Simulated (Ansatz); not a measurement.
# Stiffness of LiF from strained cells

```xyz
2
Lattice="0.0000 2.0140 2.0140 2.0140 0.0000 2.0140 2.0140 2.0140 0.0000" Properties=species:S:1:pos:R:3 pbc="T T T"
Li    0.0000    0.0000    0.0000
F     2.0140    2.0140    2.0140
```

Atoms are numbered in the order listed.

The cell is COD entry 1010990, as deposited and not checked against the literature; nothing was relaxed.

All numbers below come from DFT, PBE, all-electron LAPW, scalar-relativistic (Ansatz 0.2.0).

The runs use a Γ-centred 10×10×10 k mesh, Fermi–Dirac smearing of 0.03 eV, basis error target 1 meV/atom, no spin polarisation.

The unstrained cell is at 2.02 GPa. Large strains and very small stresses are left out. Each strain is applied once, with fractional coordinates held (clamped ions), and σ below is the change of stress, positive in tension. One finite strain gives stress–strain coefficients at this pressure with an error of the order of the strain times third-order constants, a few per cent for each per cent of strain.

With equal xy, yz and zx engineering shear strains of -1 %, the run gives σxy = -0.61 GPa and γxy = 2εxy = -0.0100. Which stiffness follows?

C44 (clamped ions) = σxy/γxy = 61 GPa.

With equal xy, yz and zx engineering shear strains of +1 %, the run gives σxy = 0.64 GPa and γxy = 2εxy = 0.0100. Which stiffness follows?

C44 (clamped ions) = σxy/γxy = 64 GPa.

The two estimates of C44 (clamped ions) differ. Why, and which value is best?

Finite strains add third-order terms, which change sign with the strain; interpolating the two linearly to zero strain gives 63 GPa, the better value.
